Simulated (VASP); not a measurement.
**NiO: relaxation of cell and atoms with revPBE+D4**

Crystal: NiO.

```
CELL_PARAMETERS angstrom
0.00000 2.08590 2.08590
2.08590 0.00000 2.08590
2.08590 2.08590 0.00000
ATOMIC_POSITIONS crystal
Ni 0.00000 0.00000 0.00000
O 0.50000 0.50000 0.50000
```

| Property | Result |
| --- | --- |
| Program | VASP 6.6.1 |
| Task | relaxation of cell and atoms |
| Functional | revPBE |
| Dispersion | D4 |
| Potentials or basis | VASP PAW PBE potentials, release 64 (Ni, O) |
| Cutoff | 600 eV |
| k mesh | 11 × 11 × 11 |
| Occupations | fermi-dirac, width 0.05 eV |
| Spin | collinear spin, ferromagnetic start |
| Starting moments | [1.0, 0.0] μB |
| Further INCAR settings | ALGO = Fast; EDIFF = 1e-06; IBRION = 2; EDIFFG = -0.005; NSW = 40; ISIF = 3 |

| Property | Result |
| --- | --- |
| Relaxed volume | 9.16 Å³/atom |
| Relaxed cell | a = 2.959 Å, b = 2.959 Å, c = 2.959 Å, α = 60.00°, β = 60.00°, γ = 60.00° |
| Space group after relaxing (to 0.05 Å) | Fm-3m (No. 225) |
| Energy gained by relaxing | 0.5 meV/atom |
| Ionic steps | 3 |
| Pressure after relaxing | 0.0 GPa |
| Band gap on the k mesh | none (metal or under the smearing width) |
| Net moment | 1.80 μB per cell |
| Site moments | Ni +1.48; O +0.28 μB |
| Valence electrons inside the program's atomic spheres | Ni 8.96; O 4.99 |
| Dispersion energy per atom | -0.597 eV |

The path:
| step | energy change (eV) | largest force (eV/Å) | pressure (GPa) | volume (Å³) |
| --- | --- | --- | --- | --- |
| 1 | 0.0000 | 0.0000 | 1.72 | 18.15 |
| 2 | -0.0007 | 0.0000 | -0.79 | 18.41 |
| 3 | -0.0009 | 0.0000 | 0.02 | 18.33 |

Final structure:
```yaml
crystal:
  lattice:
    - [0.00000, 2.09262, 2.09262]
    - [2.09262, 0.00000, 2.09262]
    - [2.09262, 2.09262, 0.00000]
  atoms:
    - { symbol: Ni, position: [0.00000, 0.00000, 0.00000] }
    - { symbol: O, position: [0.50000, 0.50000, 0.50000] }
```

Levels at points of the mesh, in eV from the Fermi level:
Spin up:
| k point | band 5 | band 6 | band 7 | band 8 | band 9 | band 10 | band 11 | band 12 | band 13 |
| --- | --- | --- | --- | --- | --- | --- | --- | --- | --- |
| (0.00, 0.00, 0.00) | -2.95 | -2.95 | -2.68 | -2.68 | -2.68 | 1.54 | 17.89 | 18.91 | 18.91 |
Spin down:
```tsv
k point	band 3	band 4	band 5	band 6	band 7	band 8	band 9	band 10	band 11	band 12
(0.00, 0.00, 0.00)	-2.42	-2.42	-1.85	-1.85	-1.85	-0.52	-0.51	1.89	17.80	19.10
```

Run time: 49 s on 1 thread of Intel(R) Xeon(R) Platinum 8375C CPU @ 2.90GHz (Ice Lake) (shared host), peak memory 0.17 GiB.

Caveat: the PAW data sets were made with another functional, which shifts forces and pressure a little; a cell with one magnetic atom can't hold antiferromagnetic order, which such compounds often take; semilocal functionals often make such compounds metallic where correlation or magnetic order opens a gap, which also shifts bond lengths; pairwise dispersion overbinds metals, which lowers pressure and volume. Zero-point motion and thermal expansion aren't in these numbers.
